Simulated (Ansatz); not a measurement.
# Ti3Ni: magnetic states

The task, for Ti3Ni: make a base run at the listed cell, then find which magnetic order is lowest.

Computed with Ansatz 0.2.0 (DFT PBEsol, scalar-relativistic, plane waves, PAW, unless a step's input says otherwise).

### Step 1. The starting structure

It takes space group Pm-3m (No. 221, cubic). Conventional cell: a = 3.935 Å, b = 3.935 Å, c = 3.935 Å, α = 90.00°, β = 90.00°, γ = 90.00°. Around Ti (site symmetry 4/mmm) lie 8 Ti at 2.78 Å and 4 Ni at 2.78 Å. Ni (site symmetry m-3m) is surrounded by 12 Ti at 2.78 Å.

As a file:

```
CELL_PARAMETERS angstrom
3.93518 0.00000 0.00000
0.00000 3.93518 0.00000
0.00000 0.00000 3.93518
ATOMIC_POSITIONS crystal
Ti 0.00000 0.50000 0.50000
Ti 0.50000 0.00000 0.50000
Ti 0.50000 0.50000 0.00000
Ni 0.00000 0.00000 0.00000
```

Source of the structure: the Materials Project (structure only). It is taken as it stands there.

### Step 2. Quick check of gap, pressure and forces

The input, input.yaml:

```yaml
crystal:
  lattice:
    - [3.935175, 0.0, 0.0]
    - [0.0, 3.935175, 0.0]
    - [0.0, 0.0, 3.935175]
  atoms:
    - { symbol: Ti, position: [0.0, 0.5, 0.5] }
    - { symbol: Ti, position: [0.5, 0.0, 0.5] }
    - { symbol: Ti, position: [0.5, 0.5, 0.0] }
    - { symbol: Ni, position: [0.0, 0.0, 0.0], spin: 2.0 }
basis:
  ecutwfc: 420
kpoints:
  mp_grid: { grid: [4, 4, 4] }
hamiltonian:
  xc: pbesol
scf:
  occupations: { method: gaussian, width: 0.1 }
output:
  forces: true
  stress: true
  eigenvalues: true
  populations: true
magnetization:
  spin_polarized: true
```

The run is started by

```console
> ansatz run input.yaml --threads 1 --pin off --max-ram 2560MiB --backend cpu --events-out ev --progress --plain --runs-dir out
```

What it wrote, shortened:

```text
[...]
WARN: the starting moments were not kept: the SCF closed with an absolute magnetisation of 5.0e-4 μB, where they sum to 2 μB in size (1 site). That is at most 0.1 of that sum. Measured as dr2_m measures the in/out step, that magnetisation stands 4.2e-8 eV from none, at or under the [...]
SCF converged after 16 iterations
Magnetization: 0.0005 μB (27.0003 up, 26.9997 down)
Absolute magnetization: 0.0005 μB (∫|ρ↑−ρ↓|, with the PAW one-centre terms)
Spin contamination: 0.0000 ħ² per cell (⟨S²⟩ above its minimum at these occupations)
Per-site moments (μB) at R_I (Å): [(0.0001107246881940899, 1.147817932658006), (0.00011072468819410699, 1.147817932658006), (0.0001107246881940451, 1.147817932658006), (8.35002528102967e-5, 1.147817932658006)]
Free energy (F): -13226.976706 eV
[...]
E sigma→0 (E₀):  -13226.955032 eV
Entropy (-TS):   -0.043348 eV (-10.837 meV/atom)
Fermi energy:    14.450747 eV
[...]
--- Forces (eV/Å), atoms counted from 1 ---
  atom   1  Ti     0.00000000     0.00000000     0.00000000
  atom   2  Ti    -0.00000000    -0.00000000     0.00000000
  atom   3  Ti     0.00000000    -0.00000000     0.00000000
  atom   4  Ni    -0.00000000     0.00000000     0.00000000
[...]
--- Stress (GPa, compression-positive) ---
       -4.595668      -0.000000       0.000000
       -0.000000      -4.595668       0.000000
       -0.000000       0.000000      -4.595668
  P = ⅓ Tr σ = -4.5957 GPa (-45.957 kbar)
--- Band table (eV; the first three rows and the last of 20) ---
[...]
--- Löwdin populations: 4 sites ---
  site symbol       q [e]    m [muB]
     0     Ti     11.8793     0.0001
     1     Ti     11.8793     0.0001
     2     Ti     11.8793     0.0001
     3     Ni     17.7136     0.0001
  spilling = 0.012011 (of n_electrons = 54.000000)
```

Wall time 6 s (1 thread of Arm Neoverse V2, shared host); peak memory 0.39 GiB.

Site by site:

| atom | Löwdin electrons |
| --- | --- |
| Ti1 | 11.88 |
| Ti2 | 11.88 |
| Ti3 | 11.88 |
| Ni4 | 17.71 |

The Löwdin counts miss 0.65 of the 54 electrons, which the atomic orbitals do not span, so they are no charges.

The probe gives pressure -4.6 GPa, largest force 0.00 eV/Å, gap on this mesh none (metal). By this gap the next run takes a mesh of 10×10×10.

### Step 3. Base run on a denser mesh

input.yaml: that of step 2 with these lines changed.

```diff
@@ -9,3 +9,3 @@
     - { symbol: Ti, position: [0.5, 0.5, 0.0] }
-    - { symbol: Ni, position: [0.0, 0.0, 0.0], spin: 2.0 }
+    - { symbol: Ni, position: [0.0, 0.0, 0.0] }
 basis:
@@ -13,3 +13,3 @@
 kpoints:
-  mp_grid: { grid: [4, 4, 4] }
+  mp_grid: { grid: [10, 10, 10] }
 hamiltonian:
@@ -23,3 +23,5 @@
   populations: true
-magnetization:
-  spin_polarized: true
+  write_density: true
+  write_potential: true
+  elf: true
+  volumetric_format: npy
```

The run is started by

```console
> ansatz run input.yaml --threads 1 --pin off --max-ram 2560MiB --backend cpu --events-out ev --progress --plain --runs-dir out
```

What it wrote, shortened:

```text
Warning: RAYON_NUM_THREADS=1 ignored (pool sized by the plan → 1); use --threads N
[...]
Pseudopotentials: kind: paw
Pseudopotential: Ti, paw, valence charge 12, recommended cutoff 420 eV (normal), Ti.paw.azcp
Pseudopotential: Ni, paw, valence charge 18, recommended cutoff 420 eV (normal), Ni.paw.azcp
Functional definition: PBEsol
[...]
Crystal: 4 atoms, lattice volume = 60.939 Å³
Basis set: ecut = 420 eV, 1213 PW (Γ), exchange–correlation on 54×54×54 points (8 copies of the dense FFT grid, shifted against one another)
Bands: 33, of which v1, the nominal top of the filled ones, is band 27 counted from 1 (26 counted from 0)
Symmetry: 48 space group operations
Space group: Pm-3m (ITA 221), of the structure as read, at distance tolerance 3.9e-5 Å
k-points: 56 of 1000
[...]
SCF iter   1: F=—  HF=-13227.022436 eV  |F-HF|=—  |Δ(HF+E_count)|=         —  Δρ=1.67e-2  dr2=1.08e-1  ethr=1.77e-3  ⟨swp⟩=3.7  Hψ=5734  notcnv=0
[...]
SCF converged after 7 iterations
Free energy (F): -13227.002266 eV
[...]
E sigma→0 (E₀):  -13226.981696 eV
Entropy (-TS):   -0.041139 eV (-10.285 meV/atom)
Fermi energy:    14.444192 eV
[...]
--- Forces (eV/Å), atoms counted from 1 ---
  atom   1  Ti     0.00000000    -0.00000000     0.00000000
  atom   2  Ti    -0.00000000    -0.00000000     0.00000000
  atom   3  Ti    -0.00000000    -0.00000000    -0.00000000
  atom   4  Ni     0.00000000     0.00000000    -0.00000000
[...]
--- Stress (GPa, compression-positive) ---
       -4.942749       0.000000       0.000000
        0.000000      -4.942749       0.000000
        0.000000       0.000000      -4.942749
  P = ⅓ Tr σ = -4.9427 GPa (-49.427 kbar)
--- Band table (eV; the first three rows and the last of 56) ---
[...]
--- Löwdin populations: 4 sites ---
  site symbol       q [e]
     0     Ti     11.8835
     1     Ti     11.8835
     2     Ti     11.8835
     3     Ni     17.7266
  spilling = 0.011537 (of n_electrons = 54.000000)
```

It took 7.3 s on 1 thread of Arm Neoverse V2, shared host; peak memory 0.38 GiB.

By site:

| atom | Löwdin electrons |
| --- | --- |
| Ti1 | 11.88 |
| Ti2 | 11.88 |
| Ti3 | 11.88 |
| Ni4 | 17.73 |

The Löwdin counts miss 0.62 of the 54 electrons, which the atomic orbitals do not span, so they are no charges.

Density in a lattice plane of the grid's cell (edges 3.94 and 3.94 Å, at 0.000 of the third edge), which holds Ti and Ni.

Ten even steps from '0' (0.14 e/Å³) to '9' (60.41 e/Å³):
```
652100000000000000000125
221000000000000000000012
000000000000000000000000
000000000000000000000000
000000000000000000000000
000000000000000000000000
000000000000000000000000
000000000001110000000000
000000000011111000000000
000000000011111000000000
000000000011111000000000
000000000001110000000000
000000000000000000000000
000000000000000000000000
000000000000000000000000
000000000000000000000000
000000000000000000000000
221000000000000000000012
652100000000000000000125
974100000000000000000147
```
Columns run along the first of these edges and rows up along the second, over one cell in 24 and 20 even steps from the bottom left corner. Atoms in the plane (fractional): Ti at (0.50, 0.50), Ni at (0.00, 0.00).

ELF in the same plane.

Ten even steps from '0' (0.00) to '9' (0.74):
```
876432234566666543223467
654332245555555554223345
433322344433233444322333
222223443211111234432222
222334432111111123443322
334444212234443221244443
555542123678887632124555
665431136887678863113456
665421137763136773112456
665321147740004774112356
665421137763136773112456
665431136887678863113456
555542123678887632124555
334444212234443221244443
222334432111111123443322
222223443211111234432222
433322344433233444322333
654332245555555554223345
876432234566666543223467
986532234566666543223568
```
Columns run along the first of these edges and rows up along the second, over one cell in 24 and 20 even steps from the bottom left corner. Atoms in the plane (fractional): Ti at (0.50, 0.50), Ni at (0.00, 0.00).

Both are smooth fields of the valence electrons: close to the nuclei they are not physical.

Outside the cores ELF peaks at 0.72 between the atoms, 2.0 Å from Ti.

Result: -3306.7454 eV/atom at zero smearing, pressure -4.94 GPa and no gap on the mesh.

### Step 4. Start: large parallel starting moments

input.yaml: that of step 3 with these lines changed.

```diff
@@ -9,3 +9,3 @@
     - { symbol: Ti, position: [0.5, 0.5, 0.0] }
-    - { symbol: Ni, position: [0.0, 0.0, 0.0] }
+    - { symbol: Ni, position: [0.0, 0.0, 0.0], spin: 3.5 }
 basis:
@@ -18,2 +18,3 @@
   occupations: { method: gaussian, width: 0.1 }
+  lower_state_search: "off"
 output:
@@ -23,5 +24,3 @@
   populations: true
-  write_density: true
-  write_potential: true
-  elf: true
-  volumetric_format: npy
+magnetization:
+  spin_polarized: true
```

The run is started by

```console
> ansatz run input.yaml --threads 1 --pin off --max-ram 2560MiB --backend cpu --events-out ev --progress --plain --runs-dir out
```

What it wrote, shortened:

```text
Warning: RAYON_NUM_THREADS=1 ignored (pool sized by the plan → 1); use --threads N
[...]
[... 4 set-up lines as earlier in the session ...]
[...]
Crystal: 4 atoms, lattice volume = 60.939 Å³
Basis set: ecut = 420 eV, 1213 PW (Γ), exchange–correlation on 54×54×54 points (8 copies of the dense FFT grid, shifted against one another)
Bands: 35, of which v1, the nominal top of the filled ones, is band 27 counted from 1 (26 counted from 0)
[... 2 set-up lines as earlier in the session ...]
Magnetic group: BNS 221.92 (UNI 1594), of the structure as read, at distance tolerance 3.9e-5 Å
k-points: 56 of 1000
[...]
Starting moments: Σ|m| = 3.5 μB on 1 of 4 sites
[...]
WARN: the starting moments were not kept: the SCF closed with an absolute magnetisation of 1.8e-5 μB, where they sum to 3.5 μB in size (1 site). That is at most 0.1 of that sum. Measured as dr2_m measures the in/out step, that magnetisation stands 4.2e-11 eV from none, at or under the [...]
Per-site moments (μB) at R_I (Å): [(-4.2719954288456005e-6, 1.147817932658006), (-4.271995429330479e-6, 1.147817932658006), (-4.271995428761692e-6, 1.147817932658006), (-2.087695708260152e-6, 1.147817932658006)]
Free energy (F): -13227.002266 eV
[...]
E sigma→0 (E₀):  -13226.981697 eV
Entropy (-TS):   -0.041138 eV (-10.285 meV/atom)
Fermi energy:    14.444217 eV
[...]
--- Forces (eV/Å), atoms counted from 1 ---
  atom   1  Ti     0.00000000    -0.00000000     0.00000000
  atom   2  Ti     0.00000000    -0.00000000     0.00000000
  atom   3  Ti    -0.00000000    -0.00000000     0.00000000
  atom   4  Ni    -0.00000000    -0.00000000     0.00000000
[...]
--- Stress (GPa, compression-positive) ---
       -4.942263       0.000000      -0.000000
       -0.000000      -4.942263      -0.000000
        0.000000      -0.000000      -4.942263
  P = ⅓ Tr σ = -4.9423 GPa (-49.423 kbar)
--- Band table (eV; the first three rows and the last of 112) ---
[...]
--- Löwdin populations: 4 sites ---
  site symbol       q [e]    m [muB]
     0     Ti     11.8834    -0.0000
     1     Ti     11.8834    -0.0000
     2     Ti     11.8834    -0.0000
     3     Ni     17.7267    -0.0000
  spilling = 0.011537 (of n_electrons = 54.000000)
```

Run time: 30 s. Hardware: 1 thread of Arm Neoverse V2, shared host; peak memory 0.44 GiB.

Result: -3306.7454 eV/atom at zero smearing, pressure -4.94 GPa and no gap on the mesh. The moments have vanished. The log warns that the starting moments were lost.

### Step 5. Magnetic start: antiferromagnetic, doubled cell, propagation vector (0, 0, 1/2)

The input, input.yaml:

```yaml
crystal:
  lattice:
    - [3.935175, 0.0, 0.0]
    - [0.0, 3.935175, 0.0]
    - [0.0, 0.0, 7.87035]
  atoms:
    - { symbol: Ti, position: [0.0, 0.5, 0.25] }
    - { symbol: Ti, position: [0.5, 0.0, 0.25] }
    - { symbol: Ti, position: [0.5, 0.5, 0.0] }
    - { symbol: Ni, position: [0.0, 0.0, 0.0], spin: 2.0 }
    - { symbol: Ti, position: [0.0, 0.5, 0.75] }
    - { symbol: Ti, position: [0.5, 0.0, 0.75] }
    - { symbol: Ti, position: [0.5, 0.5, 0.5] }
    - { symbol: Ni, position: [0.0, 0.0, 0.5], spin: -2.0 }
basis:
  ecutwfc: 420
kpoints:
  mp_grid: { grid: [10, 10, 5] }
hamiltonian:
  xc: pbesol
scf:
  occupations: { method: gaussian, width: 0.1 }
  lower_state_search: "off"
output:
  forces: true
  stress: true
  eigenvalues: true
  populations: true
magnetization:
  spin_polarized: true
```

The run is started by

```console
> ansatz run input.yaml --threads 1 --pin off --max-ram 2560MiB --backend cpu --events-out ev --progress --plain --runs-dir out
```

What it wrote, shortened:

```text
Warning: RAYON_NUM_THREADS=1 ignored (pool sized by the plan → 1); use --threads N
[...]
[... 4 set-up lines as earlier in the session ...]
[...]
Crystal: 8 atoms, lattice volume = 121.877 Å³
Basis set: ecut = 420 eV, 2379 PW (Γ), exchange–correlation on 54×54×108 points (8 copies of the dense FFT grid, shifted against one another)
Bands: 68, of which v1, the nominal top of the filled ones, is band 54 counted from 1 (53 counted from 0)
Symmetry: 16 space group operations
Space group: P4/mmm (ITA 123), of the structure as read, at distance tolerance 5.0e-5 Å
Magnetic group: BNS 123.348 (UNI 1008), of the structure as read, at distance tolerance 5.0e-5 Å
k-points: 63 of 500
[...]
Starting moments: Σ|m| = 4 μB on 2 of 8 sites
Starting magnetic order: antiferromagnet; a translation exchanges its spin sublattices: spin-degenerate at every k-point
[...]
WARN: the starting moments were not kept: the SCF closed with an absolute magnetisation of 6.3e-5 μB, where they sum to 4 μB in size (2 sites). That is at most 0.1 of that sum. Measured as dr2_m measures the in/out step, that magnetisation stands 3.5e-10 eV from none, at or under the [...]
Fermi energy:    14.444216 eV
[...]
--- Forces (eV/Å), atoms counted from 1 ---
  atom   1  Ti     0.00000000    -0.00000000    -0.00000000
  atom   2  Ti     0.00000000     0.00000000    -0.00000000
  atom   3  Ti     0.00000000     0.00000000     0.00000000
  atom   4  Ni    -0.00000000     0.00000000     0.00000000
  atom   5  Ti     0.00000000    -0.00000000     0.00000000
  atom   6  Ti     0.00000000     0.00000000     0.00000000
  atom   7  Ti    -0.00000000    -0.00000000     0.00000000
  atom   8  Ni    -0.00000000    -0.00000000     0.00000000
[...]
--- Stress (GPa, compression-positive) ---
       -4.942192       0.000000       0.000000
        0.000000      -4.942192       0.000000
        0.000000       0.000000      -4.942201
  P = ⅓ Tr σ = -4.9422 GPa (-49.422 kbar)
--- Band table (eV; the first three rows and the last of 126) ---
[...]
--- Löwdin populations: 8 sites ---
  site symbol       q [e]    m [muB]
     0     Ti     11.8834     0.0000
     1     Ti     11.8834     0.0000
     2     Ti     11.8834     0.0000
     3     Ni     17.7267     0.0000
     4     Ti     11.8834     0.0000
     5     Ti     11.8834     0.0000
     6     Ti     11.8834    -0.0000
     7     Ni     17.7267    -0.0000
  spilling = 0.011537 (of n_electrons = 108.000000)
```

It took 70 s on 1 thread of Arm Neoverse V2, shared host; peak memory 0.82 GiB.

This run gives -3306.7454 eV/atom at zero smearing, pressure -4.94 GPa and no gap on the mesh. The moments have vanished. The log warns that the starting moments were lost.

### Step 6. Which state is lowest

All runs keep the base geometry. A propagation vector, in units of the reciprocal vectors, doubles the cell. Energies are extrapolated to zero smearing. Site moments are spin moments in atom-centred spheres that scale with the neighbour distance.

| start | ends | energy above the lowest (meV/atom) | site moments (μB) | gap on the mesh (eV) | pressure (GPa) | CPU time |
| --- | --- | --- | --- | --- | --- | --- |
| no spin | non-magnetic (imposed) | 0.00 | none | metal | -4.9 | 7.3 s |
| large parallel starting moments | non-magnetic | 0.00 | none over 0.05 | metal | -4.9 | 30 s |
| antiferromagnetic, doubled cell, propagation vector (0, 0, 1/2) | non-magnetic | 0.00 | none over 0.05 | metal | -4.9 | 70 s |

### Step 7. Results

| quantity | value |
| --- | --- |
| base run | pressure -4.9 GPa, largest force 0.00 eV/Å, no gap on the mesh |
| magnetic state | non-magnetic from all starts in the table |

In words: No start in the table keeps a moment.
